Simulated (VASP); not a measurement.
# PbSe (Clausthalite) (Fm-3m) in VASP: a series of runs, part 2 of 3

VASP 6.6.1.

### Step 3. Single point, revPBE

Input file INCAR:

```
SYSTEM = PbSe
PREC     = Accurate       ! precision mode
ENCUT    = 520            ! plane-wave cutoff, eV
EDIFF    = 1E-6           ! SCF threshold, eV
ISMEAR   = -1             ! smearing method
SIGMA    = 0.01           ! smearing width, eV
LREAL    = .FALSE.        ! projectors in reciprocal space
LASPH    = .TRUE.         ! aspherical terms in the spheres
NELM     = 100            ! most SCF steps
ALGO     = Normal         ! electronic algorithm
ISIF     = 2              ! what is computed and relaxed
LWAVE    = .FALSE.        ! write WAVECAR
LCHARG   = .FALSE.        ! write CHGCAR
GGA      = RE             ! functional
NBANDS   = 17             ! bands
```

Input file KPOINTS:

```
Automatic mesh
0
G
  6 6 6
  0 0 0
```

Input file POSCAR:

```
PbSe
1.0
    0.0000000000      3.0606500000      3.0606500000
    3.0606500000      0.0000000000      3.0606500000
    3.0606500000      3.0606500000      0.0000000000
Pb Se
1 1
Direct
    0.0000000000      0.0000000000      0.0000000000
    0.5000000000      0.5000000000      0.5000000000
```

Potentials or basis: VASP PAW PBE potentials, release 64 (Pb_d, Se).

The run is started by

```bash
cat potpaw_PBE.64/Pb_d/POTCAR potpaw_PBE.64/Se/POTCAR > POTCAR
mpirun -np 1 vasp_std > vasp.out
```

OUTCAR:

```text
SYSTEM = PbSe
   PREC = Accurate
   ENCUT = 520
   EDIFF = 1E-6
   ISMEAR = -1
   LREAL = .FALSE.
   LASPH = .TRUE.
   NELM = 100
   ISIF = 2
   GGA = RE

 ion  position               nearest neighbor table
   1  0.000  0.000  0.000-   2 3.06   2 3.06   2 3.06   2 3.06   2 3.06   2 3.06
   2  0.500  0.500  0.500-   1 3.06   1 3.06   1 3.06   1 3.06   1 3.06   1 3.06

  LATTYP: Found a face centered cubic cell.
 ALAT       =     6.1213000000

  Lattice vectors:

 A1 = (   0.0000000000,   3.0606500000,   3.0606500000)
 A2 = (   3.0606500000,   0.0000000000,   3.0606500000)
 A3 = (   3.0606500000,   3.0606500000,   0.0000000000)

Analysis of symmetry for initial positions (statically):
=====================================================================
 Subroutine PRICEL returns:
 Original cell was already a primitive cell.

 Routine SETGRP: Setting up the symmetry group for a
 face centered cubic supercell.

 Subroutine GETGRP returns: Found 48 space group operations
 (whereof 48 operations were pure point group operations)
 out of a pool of 48 trial point group operations.

The static configuration has the point symmetry O_h .

Analysis of symmetry for dynamics (positions and initial velocities):
=====================================================================
 Subroutine PRICEL returns:
 Original cell was already a primitive cell.

 Routine SETGRP: Setting up the symmetry group for a
 face centered cubic supercell.

 Subroutine GETGRP returns: Found 48 space group operations
 (whereof 48 operations were pure point group operations)
 out of a pool of 48 trial point group operations.

The dynamic configuration has the point symmetry O_h .

 Subroutine INISYM returns: Found 48 space group operations
 (whereof 48 operations are pure point group operations),
 and found     1 'primitive' translations

[... 98 lines left out ...]
   EMIN   =  10.00;   EMAX   =-10.00  energy-range for DOS
   EFERMI =   0.00;   METHOD = LEGACY
   ISMEAR =    -1;   SIGMA  =   0.01  broadening in eV -4-tet -1-fermi 0-gaus
   EFERMI_NEDOS =   21; number of points for ismear=-14 and -15
   IALGO  =     38    algorithm
   IMIX   =      4    mixing-type and parameters
     AMIX     =   0.40;   BMIX     =  1.00
     AMIX_MAG =   1.60;   BMIX_MAG =  1.00
  volume/ion in A,a.u.               =      28.67       193.48
  Fermi-wavevector in a.u.,A,eV,Ry     =   1.152377  2.177676 18.068159  1.327972
  Thomas-Fermi vector in A             =   2.289028
   LORBIT       =      0    0 simple, 1 ext, 2 COOP (PROOUT), +10 PAW based schemes
   GGA     = RE    functional components
   LHFCALC =     F    Hartree Fock is set to
   AEXX    =    0.0000 exact exchange contribution
   IVDW    =     0    specifies the selected vdW correction
   LEPSILON=     F    determine dielectric tensor
   LRPA    =     F    only Hartree local field effects (RPA)
 non-spin polarized calculation
  energy-cutoff  :      520.00
  volume of cell :       57.34
 maximum number of plane-waves:      1572
   NGX = 17   NGY = 17   NGZ = 17

 number of electron      20.0000000 magnetization

 Free energy of the ion-electron system (eV)
  ---------------------------------------------------
  ext. energy  EPLUGINS =         0.00000000
  ---------------------------------------------------
  free energy    TOTEN  =        -7.56199355 eV

  energy without entropy =       -7.56199355  energy(sigma->0) =       -7.56199355

 E-fermi :   5.3363     XC(G=0):  -9.4241

 val. band max:        5.1593960534   @ k =   0.5000   0.0000   0.0000
 cond. band min:       5.5127040218   @ k =   0.5000   0.0000   0.0000
 fundamental gap:      0.3533079683
 Fermi energy:         5.3363446550

 k-point     1 :       0.0000    0.0000    0.0000
  band No.  band energies     occupation
      1     -11.7310      2.00000
      2     -11.7310      2.00000
      3     -11.7310      2.00000
      4     -11.7240      2.00000
      5     -11.7240      2.00000
      6      -8.4208      2.00000
[... 297 lines left out ...]
      4     -11.7031      2.00000
      5     -11.6870      2.00000
      6      -6.9666      2.00000
[... 9 lines left out ...]
     16      16.8356      0.00000
     17      17.8160      0.00000

------------------------ aborting loop because EDIFF is reached ----------------------------------------

  FORCE on cell =-STRESS in cart. coord.  units (eV):
  Direction    XX          YY          ZZ          XY          YZ          ZX
  --------------------------------------------------------------------------------------
  -------------------------------------------------------------------------------------
  Total        1.3108124      1.3108124      1.3108124     -0.0000000     -0.0000000      0.0000000
  in kB       36.6252085     36.6252085     36.6252085     -0.0000000     -0.0000000      0.0000000
  external PRESSURE =      36.6252085 kB  Pullay stress =       0.0000000 kB

 VOLUME and BASIS-vectors are now :
 -----------------------------------------------------------------------------
  energy-cutoff  :      520.00
  volume of cell :       57.34
      direct lattice vectors                 reciprocal lattice vectors
     0.000000000  3.060650000  3.060650000    -0.163363991  0.163363991  0.163363991
     3.060650000  0.000000000  3.060650000     0.163363991 -0.163363991  0.163363991
     3.060650000  3.060650000  0.000000000     0.163363991  0.163363991 -0.163363991

 POSITION                                       TOTAL-FORCE (eV/Angst)
 -----------------------------------------------------------------------------------
      0.00000      0.00000      0.00000         0.000000     -0.000000     -0.000000
      3.06065      3.06065      3.06065         0.000000      0.000000      0.000000
 -----------------------------------------------------------------------------------
    total drift:                                0.000000     -0.000000     -0.000000

  FREE ENERGIE OF THE ION-ELECTRON SYSTEM (eV)
  ---------------------------------------------------
  free  energy   TOTEN  =        -7.5619935545 eV

  energy  without entropy=       -7.5619935542  energy(sigma->0) =       -7.56199355
```

OSZICAR:

```text
N       E                     dE             d eps       ncg     rms          rms(c)
DAV:   1     0.160003936791E+03    0.16000E+03   -0.96402E+03   544   0.119E+03
DAV:   2     0.345285331746E+01   -0.15655E+03   -0.15174E+03   604   0.308E+02
DAV:   3    -0.753939197288E+01   -0.10992E+02   -0.10919E+02   659   0.874E+01
DAV:   4    -0.782861700673E+01   -0.28923E+00   -0.28890E+00   678   0.158E+01
DAV:   5    -0.783931975996E+01   -0.10703E-01   -0.10702E-01   764   0.285E+00    0.287E+00
DAV:   6    -0.755908320543E+01    0.28024E+00   -0.68057E-01   790   0.559E+00    0.167E+00
DAV:   7    -0.755648984423E+01    0.25934E-02   -0.12877E-01   654   0.173E+00    0.910E-01
DAV:   8    -0.756224432771E+01   -0.57545E-02   -0.15893E-02   638   0.136E+00    0.172E-01
DAV:   9    -0.756184781489E+01    0.39651E-03   -0.29844E-03   835   0.558E-01    0.540E-02
DAV:  10    -0.756197065768E+01   -0.12284E-03   -0.34934E-04   610   0.103E-01    0.211E-02
DAV:  11    -0.756199345546E+01   -0.22798E-04   -0.11509E-04   679   0.103E-01    0.121E-02
DAV:  12    -0.756199355452E+01   -0.99053E-07   -0.61482E-06   671   0.148E-02
   1 F= -.75619936E+01 E0= -.75619936E+01  d E =-.294365E-09
```

stdout:

```text
POSCAR found type information on POSCAR PbSe
 POSCAR found :  2 types and       2 ions
 scaLAPACK will be used
 -----------------------------------------------------------------------------
|                                                                             |
|                                                                             |
|     You enforced a specific xc type in the INCAR file but a different       |
|     I HOPE YOU KNOW WHAT YOU ARE DOING!                                     |
|                                                                             |
 -----------------------------------------------------------------------------

 LDA part: xc-table for (Slater+PW92), standard interpolation
 POSCAR, INCAR and KPOINTS ok, starting setup
 FFT: planning ... GRIDC
 FFT: planning ... GRID_SOFT
 FFT: planning ... GRID
 WAVECAR not read
 entering main loop
```

It took 20 s on 1 thread of AMD EPYC 7R13, shared host; peak memory 0.15 GiB.

What came out:

* Free energy: -7.5620 eV
* Pressure: 3.7 GPa
* Band gap on the k mesh: 0.35 eV, direct

Levels at points of the mesh, in eV from the valence-band top:
```
           k point  band 6  band 7  band 8  band 9  band 10  band 11  band 12  band 13  band 14  band 15
(0.00, 0.00, 0.00)  -13.58   -6.27   -1.89   -1.89    -1.89     4.75     4.75     4.75     6.54     6.54
(0.50, 0.00, 0.00)  -12.52   -8.79   -1.48   -1.48     0.00     0.35     1.73     1.73     8.63    10.15
(0.50, 0.50, 0.00)  -12.15   -7.36   -4.97   -3.23    -3.23     3.75     5.64     5.64     6.09    11.27
```

Caveat: the PAW data sets were made with another functional, which shifts forces and pressure a little; spin-orbit coupling is left out, which moves the levels of the heavy elements. A k mesh can miss the band edges.

### Step 4. Single point, PBE

Input file INCAR:

```
PREC     = Accurate       # precision mode
ENCUT    = 520            # plane-wave cutoff, eV
EDIFF    = 1E-6           # SCF threshold, eV
ISMEAR   = -1             # smearing method
SIGMA    = 0.01           # smearing width, eV
LREAL    = False          # projectors in reciprocal space
LASPH    = True           # aspherical terms in the spheres
NELM     = 100            # most SCF steps
ALGO     = Normal         # electronic algorithm
ISIF     = 2              # what is computed and relaxed
LWAVE    = False          # write WAVECAR
LCHARG   = False          # write CHGCAR
GGA      = PE             # functional
NBANDS   = 17             # bands
```

Input file KPOINTS:

```
Automatic mesh
0
Gamma
  6 6 6
```

POSCAR is that of step 3.

The run is started by

```bash
cat potpaw_PBE.64/Pb_d/POTCAR potpaw_PBE.64/Se/POTCAR > POTCAR
mpirun -np 1 vasp_std > vasp.out
```

It took 25 s on 1 thread of AMD EPYC 7R13, shared host; peak memory 0.15 GiB.

It converged, with:

```
Free energy            : -8.1813 eV
Pressure               : 2.4 GPa
Band gap on the k mesh : 0.29 eV, direct
```

Levels at points of the mesh, in eV from the valence-band top:
```tsv
k point	band 6	band 7	band 8	band 9	band 10	band 11	band 12	band 13	band 14	band 15
(0.00, 0.00, 0.00)	-13.60	-6.30	-1.88	-1.88	-1.88	4.71	4.71	4.71	6.52	6.52
(0.50, 0.00, 0.00)	-12.53	-8.80	-1.47	-1.47	0.00	0.29	1.70	1.70	8.55	10.15
(0.50, 0.50, 0.00)	-12.16	-7.38	-4.98	-3.24	-3.24	3.69	5.61	5.61	6.05	11.29
```

Caveat: spin-orbit coupling is left out, which moves the levels of the heavy elements.

### Step 5. Single point, LDA

Input file INCAR:

```
SYSTEM = PbSe
PREC     = Accurate       ! precision mode
ENCUT    = 520            ! plane-wave cutoff, eV
EDIFF    = 1E-7           ! SCF threshold, eV
ISMEAR   = -1             ! smearing method
SIGMA    = 0.01           ! smearing width, eV
LREAL    = .FALSE.        ! projectors in reciprocal space
LASPH    = .TRUE.         ! aspherical terms in the spheres
NELM     = 100            ! most SCF steps
ALGO     = Normal         ! electronic algorithm
ISIF     = 2              ! what is computed and relaxed
LWAVE    = .FALSE.        ! write WAVECAR
LCHARG   = .TRUE.         ! write CHGCAR
LELF     = .TRUE.         ! ELF
LVHAR    = .TRUE.       
NBANDS   = 17             ! bands
```

Input file KPOINTS:

```
Automatic mesh
0
G
  6 6 6
  0 0 0
```

POSCAR is that of step 4.

Potentials or basis: VASP PAW LDA potentials, release 64 (Pb_d, Se).

The run is started by

```bash
cat potpaw_LDA.64/Pb_d/POTCAR potpaw_LDA.64/Se/POTCAR > POTCAR
mpirun -np 1 vasp_std > vasp.out
```

It took 27 s on 1 thread of AMD EPYC 7R13, shared host; peak memory 0.13 GiB.

Results (log left out):

```
Free energy            : -9.4488 eV
Pressure               : -2.1 GPa
Band gap on the k mesh : 0.16 eV, direct
```

Levels at points of the mesh, in eV from the valence-band top:
```csv
k point,band 8,band 9,band 10,band 11,band 12,band 13
"(0.00, 0.00, 0.00)",-1.87,-1.87,-1.87,4.60,4.60,4.60
"(0.50, 0.00, 0.00)",-1.45,-1.45,0.00,0.16,1.61,1.61
"(0.50, 0.50, 0.00)",-5.02,-3.24,-3.24,3.61,5.51,5.51
```

Caveat: spin-orbit coupling is left out, which moves the levels of the heavy elements.

(Continued in part 3 of 3.)
